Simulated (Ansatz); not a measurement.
# TiCo: the cost of one run

Program: Ansatz 0.2.0. Level of theory: DFT r2SCAN, scalar-relativistic, plane waves, PAW. These are calculated values, not measurements.

### Step 1. The structure to begin with

The structure is tetragonal, space group P4/mmm (No. 123). The conventional cell has a = 2.750 Å, b = 2.750 Å, c = 3.605 Å, α = 90.00°, β = 90.00°, γ = 90.00°. Around Ti (site symmetry 4/mmm) lie 8 Co at 2.65 Å and 4 Ti at 2.75 Å. Co (site symmetry 4/mmm) has 8 Ti at 2.65 Å and 4 Co at 2.75 Å as nearest neighbours.

As a file:

```xyz
2
Lattice="2.7503 0.0000 0.0000 0.0000 2.7503 0.0000 0.0000 0.0000 3.6049" Properties=species:S:1:pos:R:3 pbc="T T T"
Ti    1.3752    1.3752    1.8024
Co    0.0000    0.0000    0.0000
```

This is candidate A: CuAu (L1_0) type (P4/mmm, No. 123).

(A quick probe on a coarse mesh, which set the mesh and smearing, is not shown.)

### Step 3. Relaxing cell and atoms (candidate A)

Contents of input.yaml:

```yaml
crystal:
  lattice:
    - [2.7503080043, 0.0, 0.0]
    - [0.0, 2.7503080043, 0.0]
    - [0.0, 0.0, 3.6048679913]
  atoms:
    - { symbol: Ti, position: [0.5, 0.5, 0.5], spin: -0.53 }
    - { symbol: Co, position: [0.0, 0.0, 0.0], spin: 1.57 }
basis:
  ecutwfc: 500
kpoints:
  mp_grid: { grid: [20, 20, 16] }
hamiltonian:
  xc: r2scan
scf:
  occupations: { method: gaussian, width: 0.1 }
output:
  forces: true
  stress: true
  eigenvalues: true
  populations: true
magnetization:
  spin_polarized: true
relax:
  adjacent_minimum: "off"
  f_tol: 0.01
  max_steps: 80
  cell: { stress_tol: 0.05 }
```

Started as:

```console
ansatz run input.yaml --threads 1 --pin off --max-ram 3072MiB --backend cpu --events-out ev --progress --plain --runs-dir out
```

Q: Estimate wall time and peak memory on 1 thread of Arm Neoverse V2, shared host.

About 19 min, with a peak of 0.97 GiB.
